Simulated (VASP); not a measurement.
Crystal: HfC.

```
Hf C
1.0
     0.00000    2.32500    2.32500
     2.32500    0.00000    2.32500
     2.32500    2.32500    0.00000
Hf C
1 1
Direct
  0.50000 0.50000 0.50000
  0.00000 0.00000 0.00000
```

| Quantity | Value |
| --- | --- |
| Program | VASP 6.6.1 |
| Task | relaxation of cell and atoms |
| Functional | vdW-DF2 |
| Potentials or basis | VASP PAW PBE potentials, release 64 (Hf_pv, C) |
| Cutoff | 600 eV |
| k mesh | 10 × 10 × 10 |
| Occupations | fermi-dirac, width 0.05 eV |
| Spin | no spin polarisation |

At the start: pressure 11.7 GPa; volume 12.57 Å³/atom.

Q: Where does the relaxation end?

A: Over 4 steps the energy falls by 21.9 meV/atom and the volume is 13.20 Å³/atom (+5.0 %); space group Fm-3m (No. 225, to 0.05 Å).

The path:
```csv
step,energy change (eV),largest force (eV/Å),pressure (GPa),volume (Å³)
1,0.0000,0.0000,11.66,25.14
2,0.0663,0.0000,-14.94,28.61
3,-0.0437,0.0000,-0.27,26.43
4,-0.0437,0.0000,-0.02,26.39
```

Final structure:
```
Hf C
1.0
     0.00000    2.36315    2.36315
     2.36315    0.00000    2.36315
     2.36315    2.36315    0.00000
Hf C
1 1
Direct
  0.50000 0.50000 0.50000
  0.00000 0.00000 0.00000
```

Caveat: the PAW data sets were made with another functional, which shifts forces and pressure a little.
